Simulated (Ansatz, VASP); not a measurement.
# Cross-check of HfO2 between VASP and Ansatz, part 2 of 2

Wanted: the spread between two codes on one cell, functional and k mesh. The structure shown is the end of the Ansatz relaxation below.

VASP 6.6.1 and Ansatz 0.2.0.

So far: Starting point; Ansatz: relaxation, PBEsol.

## Step 3: VASP: single point, PBEsol

Level of this step: PBEsol; plane waves and PAW (Hf_pv, O) (VASP).

The same cell, functional, mesh and smearing now go to VASP, with its own data sets.

Lines of VASP's logs that name or quote its potential files are left out, and so is its time.

INCAR

```
SYSTEM = HfO2
PREC = Accurate
ENCUT = 600
EDIFF = 1E-06
NELM = 120
ISMEAR = -1
SIGMA = 0.02
LREAL = .FALSE.
ALGO = Normal
GGA = PS
NBANDS = 56
LASPH = .TRUE.
LORBIT = 11
LWAVE = .FALSE.
LCHARG = .FALSE.
ISIF = 2
GGA_COMPAT = .FALSE.
EFERMI = MIDGAP
KPAR = 2
```

POSCAR

```
HfO2
1.0
    5.3854878700      0.0000000000      0.0000000000
    0.0000000000      5.1683535700      0.0000000000
    0.0000000000      0.0000000000      4.9590345107
Hf O
4 8
Direct
    0.9678184689      0.7359887467      0.7484490242
    0.0321815311      0.2640112533      0.2484490242
    0.4678184689      0.2640112533      0.7484490242
    0.5321815311      0.7359887467      0.2484490242
    0.6358704833      0.9359016778      0.8947374210
    0.3641295167      0.0640983222      0.3947374210
    0.1358704833      0.0640983222      0.8947374210
    0.8641295167      0.9359016778      0.3947374210
    0.7811493947      0.4701750359      0.0008136548
    0.2188506053      0.5298249641      0.5008136548
    0.2811493947      0.5298249641      0.0008136548
    0.7188506053      0.4701750359      0.5008136548
```

KPOINTS

```
Automatic mesh
0
Gamma
6 6 6
0 0 0
```

PAW data sets: Hf_pv and O (PBE family, release 64).

Started as:

```sh
> mpirun -np 2 vasp_std
```

Numbers of over 12 decimals in the logs are rounded to 6 here.

The program printed:

```text
[banner, memory and clock lines left out]
running    2 mpi-ranks, on    1 nodes
 distrk:  each k-point on    1 cores,    2 groups
 distr:  one band on    1 cores,    1 groups

 POSCAR found type information on POSCAR HfO
 POSCAR found :  2 types and      12 ions
|                                                                             |
|               ----> ADVICE to this user running VASP <----                  |
|                                                                             |
|     You enforced a specific xc type in the INCAR file but a different       |
|     [... a line on the potential file left out ...]
|     I HOPE YOU KNOW WHAT YOU ARE DOING!                                     |
|                                                                             |

 LDA part: xc-table for (Slater+PW92), standard interpolation
 POSCAR, INCAR and KPOINTS ok, starting setup
 FFT: planning ... GRIDC
 FFT: planning ... GRID_SOFT
 FFT: planning ... GRID
 WAVECAR not read
 entering main loop
       N       E                     dE             d eps       ncg     rms          rms(c)
DAV:   1     0.591374123592E+03    0.59137E+03   -0.54255E+04  7168   0.175E+03
DAV:   2    -0.109377776523E+03   -0.70075E+03   -0.67926E+03  8976   0.429E+02
DAV:   3    -0.146324130605E+03   -0.36946E+02   -0.36778E+02  8360   0.874E+01
DAV:   4    -0.146831119211E+03   -0.50699E+00   -0.50594E+00  9072   0.111E+01
DAV:   5    -0.146838454692E+03   -0.73355E-02   -0.73323E-02  8584   0.124E+00    0.102E+02
DAV:   6    -0.127294991594E+03    0.19543E+02   -0.10214E+02  8144   0.392E+01    0.856E+01
DAV:   7    -0.126831215110E+03    0.46378E+00   -0.58318E+00  8888   0.116E+01    0.503E+01
DAV:   8    -0.126774544815E+03    0.56670E-01   -0.56962E-01  8216   0.411E+00    0.108E+01
DAV:   9    -0.126729695703E+03    0.44849E-01   -0.19902E-01  8144   0.221E+00    0.445E+00
DAV:  10    -0.126727075890E+03    0.26198E-02   -0.16179E-02  8920   0.602E-01    0.168E-01
DAV:  11    -0.126727195230E+03   -0.11934E-03   -0.11300E-03  8672   0.165E-01    0.205E-01
DAV:  12    -0.126727208645E+03   -0.13414E-04   -0.32153E-05  9152   0.295E-02    0.608E-02
DAV:  13    -0.126727211761E+03   -0.31162E-05   -0.54914E-06  8200   0.108E-02    0.449E-03
DAV:  14    -0.126727212320E+03   -0.55953E-06   -0.10697E-06  5168   0.525E-03
   1 F= -.12672721E+03 E0= -.12672721E+03  d E =0.000000E+00
```

OUTCAR, selected parts (step 3):

```text
ion  position               nearest neighbor table
   1  0.968  0.736  0.748-   7 2.05   8 2.11   9 2.11  10 2.11   5 2.19  12 2.28  11 2.36   4 3.41
                             4 3.41   2 3.50   2 3.50   3 3.63   3 3.63   2 3.70   2 3.70   3 3.83
   2  0.032  0.264  0.248-   8 2.05   7 2.11  10 2.11   9 2.11   6 2.19  11 2.28  12 2.36   3 3.41
                             3 3.41   1 3.50   1 3.50   4 3.63   4 3.63   1 3.70   1 3.70   4 3.83
   3  0.468  0.264  0.748-   5 2.05   6 2.11  11 2.11  12 2.11   7 2.19  10 2.28   9 2.36   2 3.41
                             2 3.41   4 3.50   4 3.50   1 3.63   1 3.63   4 3.70   4 3.70   1 3.83
   4  0.532  0.736  0.248-   6 2.05   5 2.11  12 2.11  11 2.11   8 2.19   9 2.28  10 2.36   1 3.41
                             1 3.41   3 3.50   3 3.50   2 3.63   2 3.63   3 3.70   3 3.70   2 3.83
   5  0.636  0.936  0.895-   3 2.05   4 2.11   1 2.19
   6  0.364  0.064  0.395-   4 2.05   3 2.11   2 2.19
   7  0.136  0.064  0.895-   1 2.05   2 2.11   3 2.19
   8  0.864  0.936  0.395-   2 2.05   1 2.11   4 2.19
   9  0.781  0.470  0.001-   1 2.11   2 2.11   4 2.28   3 2.36
  10  0.219  0.530  0.501-   2 2.11   1 2.11   3 2.28   4 2.36
  11  0.281  0.530  0.001-   3 2.11   4 2.11   2 2.28   1 2.36
  12  0.719  0.470  0.501-   4 2.11   3 2.11   1 2.28   2 2.36

  LATTYP: Found a simple orthorhombic cell.
 ALAT       =     4.9590345107
 B/A-ratio  =     1.0422096396
 C/A-ratio  =     1.0859952393

 Subroutine GETGRP returns: Found  4 space group operations
 (whereof  1 operations were pure point group operations)

The static configuration has the point symmetry C_1 .
 The point group associated with its full space group is C_2v.

 Found     64 irreducible k-points:

   k-points           NKPTS =     64   k-points in BZ     NKDIM =     64   number of bands    NBANDS=     56

   dimension x,y,z NGX =    48 NGY =   42 NGZ =   40
   dimension x,y,z NGXF=    96 NGYF=   84 NGZF=   80

   ENCUT  =  600.0 eV  44.10 Ry    6.64 a.u.  10.76 10.32  9.90*2*pi/ulx,y,z

   NELECT =      88.0000    total number of electrons

 k-points in reciprocal lattice and weights: Automatic mesh
   0.00000000  0.00000000  0.00000000       0.005
   0.16666667  0.00000000  0.00000000       0.009
   0.33333333  0.00000000  0.00000000       0.009
   0.50000000  0.00000000  0.00000000       0.005
   0.00000000  0.16666667  0.00000000       0.009
   0.16666667  0.16666667  0.00000000       0.019
   0.33333333  0.16666667  0.00000000       0.019
   0.50000000  0.16666667  0.00000000       0.009
   0.00000000  0.33333333  0.00000000       0.009
[...]
0.33333333  0.50000000  0.50000000       0.009
   0.50000000  0.50000000  0.50000000       0.005

 average (electrostatic) potential at core
       1 -37.6724       2 -37.6724       3 -37.6724       4 -37.6724       5 -70.1643
       6 -70.1643       7 -70.1643       8 -70.1643       9 -70.4851      10 -70.4851
      11 -70.4851      12 -70.4851

 E-fermi :   5.2218

 k-point     1 :       0.0000    0.0000    0.0000
  band No.  band energies     occupation
    ...
     40       2.2049      2.00000
     41       2.7276      2.00000
     42       2.8789      2.00000
     43       2.8917      2.00000
     44       3.0514      2.00000
     45       7.8088      0.00000
     46       7.9002      0.00000
     47       8.2113      0.00000
     48       8.4979      0.00000
     49       8.5025      0.00000
    ...

 k-point     2 :       0.1667    0.0000    0.0000
  band No.  band energies     occupation
    ...
     40       2.2483      2.00000
     41       2.6091      2.00000
     42       2.7477      2.00000
     43       2.8850      2.00000
     44       2.9260      2.00000
     45       7.8392      0.00000
     46       7.9465      0.00000
     47       8.2714      0.00000
     48       8.4854      0.00000
     49       8.5506      0.00000
    ...

 k-point     3 :       0.3333    0.0000    0.0000
  band No.  band energies     occupation
    ...
     40       2.2755      2.00000
     41       2.2829      2.00000
     42       2.6306      2.00000
     43       2.8261      2.00000
     44       2.8992      2.00000
     45       7.9448      0.00000
     46       8.0565      0.00000
     47       8.3834      0.00000
     48       8.4613      0.00000
     49       8.5872      0.00000
    ...

  Total      -11.9925894    -13.5695720     -2.5771792      0.0000000      0.0000000      0.0000000
  in kB     -139.2031772   -157.5078973    -29.9144344      0.0000000      0.0000000      0.0000000
  external PRESSURE =    -108.8751696 kB  Pullay stress =       0.0000000 kB

  energy-cutoff  :      600.00
  volume of cell :      138.03
      direct lattice vectors                 reciprocal lattice vectors
     5.385487870  0.000000000  0.000000000     0.185684199  0.000000000  0.000000000
     0.000000000  5.168353570  0.000000000     0.000000000  0.193485215  0.000000000
     0.000000000  0.000000000  4.959034511     0.000000000  0.000000000  0.201652156

 POSITION                                       TOTAL-FORCE (eV/Angst)
 -----------------------------------------------------------------------------------
      5.21217      3.80385      3.71158        -0.056956      0.006010     -0.045192
      0.17331      1.36450      1.23207         0.056956     -0.006010     -0.045192
      2.51943      1.36450      3.71158        -0.056956     -0.006010     -0.045192
      2.86606      3.80385      1.23207         0.056956      0.006010     -0.045192
      3.42447      4.83707      4.43703         0.004469      0.001515      0.023120
      1.96102      0.33128      1.95752        -0.004469     -0.001515      0.023120
      0.73173      0.33128      4.43703         0.004469     -0.001515      0.023120
      4.65376      4.83707      1.95752        -0.004469      0.001515      0.023120
      4.20687      2.43003      0.00403         0.031569      0.037399      0.022072
      1.17862      2.73832      2.48355        -0.031569     -0.037399      0.022072
      1.51413      2.73832      0.00403         0.031569     -0.037399      0.022072
      3.87136      2.43003      2.48355        -0.031569      0.037399      0.022072
 -----------------------------------------------------------------------------------
    total drift:                                0.000000      0.000000     -0.000644

  FREE ENERGIE OF THE ION-ELECTRON SYSTEM (eV)
  ---------------------------------------------------
  free  energy   TOTEN  =      -126.7272123204 eV

  energy  without entropy=     -126.7272123204  energy(sigma->0) =     -126.72721232

 total charge
# of ion       s       p       d       tot
------------------------------------------
    1        0.309   6.591   1.437   8.336
    2        0.309   6.591   1.437   8.336
    3        0.309   6.591   1.437   8.336
    4        0.309   6.591   1.437   8.336
    5        1.551   3.511   0.000   5.062
    6        1.551   3.511   0.000   5.062
    7        1.551   3.511   0.000   5.062
    8        1.551   3.511   0.000   5.062
    9        1.550   3.518   0.000   5.068
   10        1.550   3.518   0.000   5.068
   11        1.550   3.518   0.000   5.068
   12        1.550   3.518   0.000   5.068
--------------------------------------------------
tot         13.640  54.480   5.748  73.868

[... 3 further parts left out ...]
```

The run ends at a pressure of -10.89 GPa, with forces up to 0.073 eV/Å.

## Step 4: Comparison

Known differences besides the potentials themselves: the data sets hold 152 valence electrons in Ansatz (on its PAW soft_1 files) and 88 in VASP; Ansatz makes its cores anew for this functional, VASP keeps those of its PBE data sets; Ansatz's pressure holds a Pulay correction, VASP's none. Total energies have different zeros and are not compared.

Compared:

```
              quantity  Ansatz    VASP  difference
        pressure (GPa)   -7.73  -10.89       +3.15
gap on the k mesh (eV)   4.382   4.341      +0.041
```

Forces on 7 of the 12 atoms, those with the largest forces and the largest differences (eV/Å; atoms numbered as in POSCAR):

```
atom       Ansatz x, y, z            VASP x, y, z
 Hf1  0.000, 0.000, 0.000   -0.057, 0.006, -0.045
 Hf2  0.000, 0.000, 0.000   0.057, -0.006, -0.045
 Hf3  0.000, 0.000, 0.000  -0.057, -0.006, -0.045
 Hf4  0.000, 0.000, 0.000    0.057, 0.006, -0.045
 O10  0.000, 0.000, 0.000   -0.032, -0.037, 0.022
 O11  0.000, 0.000, 0.000    0.032, -0.037, 0.022
 O12  0.000, 0.000, 0.000    -0.032, 0.037, 0.022
```

The forces differ by 31 meV/Å r.m.s., where the r.m.s. force is 0.000 eV/Å in Ansatz and 0.031 eV/Å in VASP: the atoms lie near their places of rest in Ansatz, so a percentage would say little (all taken over all components). A gap on the mesh is an upper bound, since the band edges may lie between its points; neither run holds spin-orbit coupling, which can move the band edges of a compound of Hf.

## Step 5: What the set-up changes

Further runs change the set-up of one program: Ansatz's method, potentials or start, or VASP's data sets, cutoff or form of LDA. The table gives Ansatz less VASP for each quantity, since a change that brings one quantity closer may part another.

```
                                run  r.m.s. force difference (meV/Å)  pressure (GPa)  gap on the k mesh (eV)
                           as above                               31             3.2                   0.041
VASP with the data sets Hf_sv and O                               23             2.2                   0.041
```

## Step 6: Outcome

| Quantity | Value |
| --- | --- |
| r.m.s. force difference (single point, PBEsol) | 31 meV/Å |
| difference in pressure (single point, PBEsol) | 3.2 GPa |
| difference in gap on the k mesh (single point, PBEsol) | 0.041 eV |

The difference in pressure is 3.2 GPa (single point, PBEsol), beyond the 1 GPa picked in this series as the mark of a large difference. The data sets hold unlike numbers of valence electrons (152 in Ansatz and 88 in VASP), so part of the differences comes from the potentials. By the marks of this series, far apart in the single point, PBEsol pair: the r.m.s. force difference, 31 meV/Å and the difference in pressure, 3.2 GPa. Single point, PBEsol, VASP with the data sets Hf_sv and O: r.m.s. force difference goes from 31 to 23 meV/Å; the difference in pressure goes from 3.2 to 2.2 GPa. How closely two codes agree says nothing of how well the functional describes the real material.

[Lines on the potential files, build, host, timing and source positions are cut from VASP's logs without a mark.]

[Logs are printed without paths, hosts, clocks, repeated set-up lines and the standing remarks that a program may print on its own settings, such as how far it seeks lower states.]

[Hosts, paths, dates, database ids (printed as entryN), source tags and the programs' standing remarks are cut or masked in the printed files.]
